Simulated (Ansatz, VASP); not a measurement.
# Two plane-wave programs on Eu

INCAR

```
SYSTEM = Eu
  PREC = Accurate
  ENCUT = 520
  EDIFF = 1E-7
  ISMEAR = 0
  SIGMA = 0.09
  LREAL = .False.
  LASPH = .True.
  NELM = 150
  ALGO = Normal
  ISIF = 2
  LWAVE = .False.
  LCHARG = .False.
  ISPIN = 2
  MAGMOM = 7.78 7.78
  LORBIT = 11
  LMAXMIX = 6
  GGA = PE
  NBANDS = 28
```

KPOINTS

```
Automatic mesh
0
Gamma
  7 4 7
  0 0 0
```

File POSCAR:

```
Eu
1.0
    0.0000000000      0.0000000000     -4.5844624600
    4.5844624600     -4.5844624600      0.0000000000
   -2.2922312300     -2.2922312300      2.2922312300
Eu
2
Direct
    0.0000000000      0.0000000000      0.0000000000
    0.5000000000      0.5000000000      0.0000000000
```

Input for Ansatz:

```yaml
crystal:
  lattice:
    - [0.0, 0.0, 4.58446246]
    - [-4.58446246, 4.58446246, 0.0]
    - [2.29223123, 2.29223123, -2.29223123]
  atoms:
    - { symbol: Eu, position: [0.0, 0.0, 0.0] }
    - { symbol: Eu, position: [0.5, 0.5, 0.0] }
kpoints:
  mp_grid: { grid: [7, 4, 7], shift: [0, 0, 0] }
  band_path:
    path:
      - [0.0, 0.0, 0.0]
      - [0.0, 1.0, 0.5]
      - [0.0, 0.0, 0.5]
      - [0.0, 0.0, 0.0]
      - [0.5, 0.0, 0.25]
      - [0.0, 1.0, 0.5]
      - [0.5, 0.0, 0.25]
      - [0.0, 0.0, 0.5]
    npoints: 8
magnetization:
  spin_polarized: true
scf:
  occupations: { method: gaussian, width: 0.09 }
  lower_state_search: "off"
  max_iter: 200
hamiltonian:
  pseudopotentials: { kind: paw }
  xc: pbe
basis:
  ecutwfc: 420
  fft_grid_basis: typed
output:
  forces: true
  stress: true
  eigenvalues: true
  bader: true
  populations: true
  elf: true
  write_potential: true
  volumetric_format: npy
  dos:
    e_range: [-12, 8]
    de: 0.05
    projected: { site_lists: { Eu: [Eu] } }
checkpoint:
  read: saved_state
```

Alike in both runs: task single point; functional PBE; k mesh 7 × 4 × 7; occupations gaussian, width 0.09 eV; collinear spin.

```csv
,VASP,Ansatz
version,VASP 6.6.1,Ansatz 0.2.0
potentials or method,"VASP PAW PBE potentials, release 64 (Eu)",PAW plane waves
plane-wave cutoff (eV),520,420
valence electrons in the cell,34,34
```

|  | VASP | Ansatz | Ansatz less VASP |
| --- | --- | --- | --- |
| pressure (GPa) | -1.7 | -1.4 | +0.26 |
| net moment per atom (μB) | 7.33 | 7.33 | +0.008 |
| size of the moment on the site where the two differ most (μB) | 6.70 | 7.08 | +0.382 |

Site moments also hang on the region over which each program counts them. The functional is the same, so the differences come from potentials, cutoffs and numerics.

Caveats: spin-orbit coupling is left out, which moves the levels of the heavy elements. The state reached can hang on the start; a lower one may exist.
